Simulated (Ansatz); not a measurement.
KI:

```xyz
2
Lattice="0.0000 3.5328 3.5328 3.5328 0.0000 3.5328 3.5328 3.5328 0.0000" Properties=species:S:1:pos:R:3 pbc="T T T"
I     3.5328    3.5328    3.5328
K     0.0000    0.0000    0.0000
```

Base run:

- Program: Ansatz 0.2.0
- Functional: PBE
- Potentials or basis: all-electron PAW datasets made for the crystal
- Cutoff: 200 eV
- Density cutoff: 800 eV
- k mesh: 6 × 6 × 6
- Occupations: fermi-dirac, width 0.05 eV
- Spin: no spin polarisation

Its results: band gap on the k mesh 3.97 eV, direct; pressure 0.6 GPa.

Problem. The run is repeated on the same cell with these changes: functional from PBE to PBEsol. What comes out?

Solution. Band gap on the k mesh 3.82 eV, direct; pressure -0.3 GPa.

PBEsol binds more tightly than PBE, so the same cell stands under less pressure.

Caveats: spin-orbit coupling is left out, which moves the levels of the heavy elements.

A k mesh can miss the band edges.

Not every run made on this cell is shown here.
